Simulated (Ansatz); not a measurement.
Here is an Ansatz 0.2.0 calculation.

File input.yaml:

```yaml
crystal:
  lattice:
    - [4.0896976867, 0.0, 0.0]
    - [-2.0448488433, 3.5417820905, 0.0]
    - [0.0, 0.0, 3.788167]
  atoms:
    - { symbol: Pb, position: [0.0, 0.0, 0.0] }
    - { symbol: S, position: [0.6666666667, 0.3333333333, 0.5] }
hamiltonian:
  xc: pbe
  pseudopotentials: { kind: paw }
kpoints:
  mp_grid: { grid: [8, 8, 7] }
scf:
  occupations: { method: gaussian, width: 0.023 }
output:
  forces: true
  stress: true
  eigenvalues: true
```

Potentials or basis: Ansatz PAW.

The run is started by

```bash
$ ansatz run input.yaml --threads 2 --pin off --max-ram 5632MiB --backend cpu --events-out ev --progress --plain --runs-dir out
```

**Question.** Predict the pressure.

**Answer.** 0.1 GPa.

**Question.** Estimate the band gap on the k mesh.

**Answer.** 0.21 eV, indirect (least direct gap 1.64 eV).

Caveat: odd divisions of the mesh miss points on the zone boundary, where band edges often lie, so the gap on the mesh can be too wide; spin-orbit coupling is left out, which as a rule narrows the gap of such compounds by several tenths of an eV. A k mesh can miss the band edges.
